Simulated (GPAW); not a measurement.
Worked example: self-consistent single point of CsCl (Pm-3m, 2 atoms in the cell) in GPAW

Computed with PBE, GPAW PAW datasets PBE (gpaw-data 1.0.1) (plane waves; GPAW).

The input file:

```python
from ase import Atoms
from ase.units import GPa
from gpaw import GPAW, PW, FermiDirac

atoms = Atoms(['Cs', 'Cl'],
              cell=[[4.140600, 0.000000, 0.000000],
                    [0.000000, 4.140600, 0.000000],
                    [0.000000, 0.000000, 4.140600]],
              scaled_positions=[[0.000000, 0.000000, 0.000000],
                                [0.500000, 0.500000, 0.500000]],
              pbc=True)

calc = GPAW(mode=PW(550),
            xc='PBE',
            kpts=(5, 5, 5),
            occupations=FermiDirac(0.02),
            nbands=-6,
            convergence={'forces': 0.001, 'bands': -4},
            symmetry={'symmorphic': False, 'tolerance': 0.0005},
            maxiter=150)

atoms.calc = calc

energy = atoms.get_potential_energy()
print('Energy (eV):', round(energy, 6))
forces = atoms.get_forces()
print('Forces (eV/Ang):')
print(forces.round(5))
stress = atoms.get_stress()
print('Stress (GPa, Voigt):', (stress / GPa).round(4))
```

Output, abridged:

```
Input parameters:
  convergence: {bands: -4,
                forces: 0.001}
  kpts: [5 5 5]
  maxiter: 150
  mode: {ecut: 550.0,
         name: pw}
  nbands: -6
  occupations: {fixmagmom: False,
                name: fermi-dirac,
                width: 0.02}
  symmetry: {symmorphic: False,
             tolerance: 0.0005}
  xc: PBE

species:
  Cs:
    name: Caesium
    Z: 55.0
    valence: 9
    core: 46
    charge: 0.0
    file: Cs.PBE.gz

    # Using partial waves for Cs as LCAO basis

  Cl:
    name: Chlorine
    Z: 17.0
    valence: 7
    core: 10
    charge: 0.0
    file: Cl.PBE.gz

    # Using partial waves for Cl as LCAO basis

Reference energy: -224355.025882  # eV

Spin-paired calculation

Convergence criteria:
 Maximum [total energy] change in last 3 cyles: 0.0005 eV / valence electron
 Maximum integral of absolute [dens]ity change: 0.0001 electrons / valence electron
 Maximum integral of absolute [eigenst]ate change: 4e-08 eV^2 / valence electron
 Maximum change in the atomic [forces] across last 2 cycles: 0.001 eV/Ang OR
Maximum error relative to the maximum force is below inf
 Maximum number of scf [iter]ations: 150

Symmetries present (total): 48
Symmetries with fractional translations: 0
125 k-points: 5 x 5 x 5 Monkhorst-Pack grid
10 k-points in the irreducible part of the Brillouin zone
       k-points in crystal coordinates                weights
   0:     0.00000000    0.00000000    0.00000000          1/125
   1:     0.20000000    0.00000000    0.00000000          6/125
   2:     0.20000000    0.20000000    0.00000000         12/125
   [... 7 lines left out ...]

Wave functions: Plane wave expansion
  Cutoff energy: 550.000 eV
  Number of coefficients (min, max): 2056, 2103
  Pulay-stress correction: 0.000000 eV/Ang^3 (de/decut=0.000000)

Occupation numbers: Fermi-Dirac:
  width: 0.0200  # eV

Eigensolver

Densities:
  Coarse grid: 24*24*24 grid
  Fine grid: 48*48*48 grid
  Total Charge: 0.000000

Density mixing:
  Method: separate
  Backend: pulay
  Linear mixing parameter: 0.05
  old densities: 5
  Damping of long wavelength oscillations: 50

Hamiltonian:
  XC and Coulomb potentials evaluated on a 48*48*48 grid
  External potential:
    NoExternalPotential

XC parameters: PBE with 2 nearest neighbor stencil

Number of atoms: 2
Number of atomic orbitals: 9
Number of bands in calculation: 14
Number of valence electrons: 16
Bands to converge: 10

Density initialized from atomic densities
  9 bands from LCAO basis set
  5 bands from random numbers

Atomic positions and initial magnetic moments

Positions:
   0 Cs     0.000000    0.000000    0.000000    ( 0.0000,  0.0000,  0.0000)
   1 Cl     2.070300    2.070300    2.070300    ( 0.0000,  0.0000,  0.0000)

Unit cell:
           periodic     x           y           z      points  spacing
  1. axis:    yes    4.140600    0.000000    0.000000    24     0.1725
  2. axis:    yes    0.000000    4.140600    0.000000    24     0.1725
  3. axis:    yes    0.000000    0.000000    4.140600    24     0.1725

  Lengths:   4.140600   4.140600   4.140600
  Angles:   90.000000  90.000000  90.000000

Effective grid spacing dv^(1/3) = 0.1725

     iter     time        total  log10-change:
                         energy   eigst   dens  force
iter:   1 --:--:--    -6.937851   +1.11
iter:   2 --:--:--    -6.854525   -0.25  -1.20
iter:   3 --:--:--    -6.514475   -0.74  -1.24
iter:   4 --:--:--    -6.510605   -1.28  -1.54
iter:   5 --:--:--    -6.491866   -1.00  -1.60
iter:   6 --:--:--    -6.489744   -2.04  -2.15
iter:   7 --:--:--    -6.490709c  -2.99  -2.18
iter:   8 --:--:--    -6.490268c  -3.78  -2.61
iter:   9 --:--:--    -6.490195c  -4.69  -2.86
iter:  10 --:--:--    -6.490212c  -5.05  -2.86
iter:  11 --:--:--    -6.490213c  -5.52  -3.33
iter:  12 --:--:--    -6.490213c  -6.64  -4.22c
iter:  13 --:--:--    -6.490213c  -7.54c -4.18c
iter:  14 --:--:--    -6.490213c  -7.73c -4.19c -23.21c

Converged after 14 iterations.

Dipole moment: (-0.000000, 0.000000, 0.000000) |e|*Ang

Energy contributions relative to reference atoms: (reference = -224355.025882)

Kinetic:         +7.214101
Potential:       -6.531318
External:        +0.000000
XC:              -7.158314
Entropy (-ST):   -0.000000
Local:           -0.014682
SIC:             +0.000000
--------------------------
Free energy:     -6.490213
Extrapolated:    -6.490213

Showing only first 2 kpts
 Kpt  Band  Eigenvalues  Occupancy
  0     6      2.22940    2.00000
  0     7      2.22940    2.00000
  0     8      7.44174    0.00000
  0     9      7.63758    0.00000

  1     6      2.15498    2.00000
  1     7      2.15498    2.00000
  1     8      7.89614    0.00000
  1     9      8.25351    0.00000

Fermi level: 4.20206

Gap: 5.212 eV
Transition (v -> c):
  (s=0, k=0, n=7, [0.00, 0.00, 0.00]) -> (s=0, k=0, n=8, [0.00, 0.00, 0.00])
No difference between direct/indirect transitions
Energy (eV): -6.490213

Forces in eV/Ang:
  0 Cs    0.00000    0.00000    0.00000
  1 Cl    0.00000   -0.00000   -0.00000

Stress tensor:
    -0.004710     0.000000     0.000000
     0.000000    -0.004710     0.000000
     0.000000     0.000000    -0.004710
Stress (GPa, Voigt): [-0.7547 -0.7547 -0.7547  0.      0.      0.    ]
```

The run converged in 14 iterations. GPAW prints stress with tension positive.

The starting cell has typed, rounded lattice constants, without a prior relaxation at this level. Its lattice was rescaled by up to half a per cent.
